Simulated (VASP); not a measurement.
Runs of VASP 6.6.1 on TiO2. The structure is tetragonal, space group P4_2/mnm (No. 136). Conventional cell: a = 4.600 Å, b = 4.600 Å, c = 2.959 Å, α = 90.00°, β = 90.00°, γ = 90.00°. Ti (site symmetry mmm) has 6 O at 1.95 to 1.98 Å as nearest neighbours. O (site symmetry m2m) has 3 Ti at 1.95 to 1.98 Å as nearest neighbours. The cell is a database's computed one.

| level | gap on the mesh (eV) | pressure (GPa) | relaxed volume (Å³/atom) | largest force (eV/Å) |
| --- | --- | --- | --- | --- |
| revPBE+D3 | 1.84 | 0.0 | 10.61 | - |
| revPBE+D4 | 1.87 | 0.0 | 10.39 | - |
| RPBE+D3(BJ) | 1.92 | 0.0 | 9.97 | 0.01 |
| revPBE+D3(BJ) | (a) | 0.0 | 10.45 | - |
| PBEsol+D4 | 1.84 | 0.0 | (b) | - |
| PBEsol+rVV10 | 1.83 | 0.1 | 10.31 | 0.01 |
| RPBE+D4 | 1.87 | 0.0 | 10.42 | 0.01 |
| RPBE+D3 | 1.84 | 0.1 | 10.67 | - |

Alike in all rows: task relaxation of cell and atoms; potentials or basis VASP PAW PBE potentials, release 64 (Ti_sv, O); no spin polarisation; cell relaxed; k mesh 6 × 6 × 9; cutoff (eV) 600; smearing fermi-dirac 0.05 eV.

Problem. Estimate the missing entries.

Solution. (a) 1.85; (b) 10.24.

Caveats: the PAW data sets were made with another functional, which shifts forces and pressure a little; an odd mesh through Γ misses points on the zone boundary, where band edges often lie.

Runs at the PBE level aren't shown here.
